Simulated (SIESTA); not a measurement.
## Ir under changes of volume

One of the cells (14.627 Å³/atom); the others are scaled copies at fixed shape and fractional positions:

```
Ir
1.0
     2.75138    0.00000    0.00000
    -1.37569    2.38276    0.00000
     0.00000    0.00000    4.46229
Ir
2
Cartesian
  0.0000 1.5885 1.1156
  1.3757 0.7943 3.3467
```

This isn't the form of Ir at room conditions, which is fcc.

| Item | Value |
| --- | --- |
| Program | SIESTA 5.4.2 |
| Functional | PBEsol |
| Potentials or basis | PseudoDojo 0.4 standard (PBE files) |
| Basis | DZP (energy shift 0.003 Ry; two zetas on semicore shells) |
| Grid cutoff | 800 Ry |
| Energy shift | 0.003 Ry |
| k mesh | 11 × 11 × 6 |
| Occupations | fermi-dirac, width 0.05 eV |
| Spin | no spin polarisation |

```csv
volume (Å³/atom),energy over the lowest point (meV/atom),pressure (GPa)
13.749,23.91,15.6
14.042,4.24,6.4
14.335,0.00,-1.4
14.627,?,?
14.920,31.43,-14.9
15.212,63.90,-20.2
15.505,105.52,-25.0
```

What does the run at 14.627 Å³/atom give?

Energy over the lowest point 9.42 meV/atom; pressure -8.7 GPa.

Worked out: A Birch-Murnaghan fit of order 3 (a polynomial in V^(-2/3)) to the other rows has its minimum at 14.27 Å³/atom with B0 = V·E''(V) = 378 GPa and B' = 5.3 at fixed shape and positions, which overstates the stiffness. It gives 9.70 meV/atom at 14.627 Å³/atom, against the run's 9.42, and -dE/dV = -8.7 GPa, against -8.7.

Energies are extrapolated to zero smearing.

Caveats: the potentials were made for another functional, which shifts forces and pressure; short orbitals over semicore shells can move pressures by several GPa; the basis of atomic orbitals isn't converged, which shifts pressures, moduli and gaps.
